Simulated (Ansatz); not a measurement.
## SiC: how the axes shrink under pressure

SiC, P6_3mc, a = 3.092 Å, c = 5.074 Å. The compound has several low-lying forms, and this is one of them. Ansatz: PBE, PAW, 420 eV, Γ-centred 12×12×6 mesh on 4 atoms, Gaussian smearing 0.02 eV; no spin polarisation. Cell and atoms are relaxed at each pressure, and no other structure is tried, so the rows at high pressure may lie past a change of phase. y = 100 ln(c/c0) with c0 = 5.0743 Å, so nearly a change in per cent. The pressures are the targets, met within 0.02 GPa.

| P (GPa) | y | 100 ln(a/a0) |
| --- | --- | --- |
| -1.0 | 0.16 | 0.16 |
| 0.0 | 0.00 | 0.00 |
| 1.0 | ? | ? |
| 4.0 | -0.60 | -0.61 |
| 12.0 | -1.73 | -1.68 |
| 25.0 | -3.29 | -3.20 |
| 50.0 | -5.76 | -5.57 |
| 90.0 | -8.81 | -8.48 |

Task: Fit y = c1 P + c2 P² to the other rows, give the linear compressibility along c, and predict the missing y.

Result: Least squares on the rows shown. y = −0.1416 P + 0.0004893 P². The linear compressibility along c is −c1/100 = 1.42 per TPa, against 1.38 along a from the same fit to the last column (its missing entry is -0.16): the crystal is about as stiff along both at low pressure. The runs next to zero pressure give 1.54 and 1.57, so a parabola over the whole range misstates the start. With a term in P³ added, the coefficient of P becomes -0.1540, 9 % more, which shows how far this figure hangs on the form. At P = 1.0 the fit asked for gives -0.14. The run gave -0.16, so the fit is 0.02 too high, within the rms miss on the fitted rows (0.07): the form describes this series only roughly.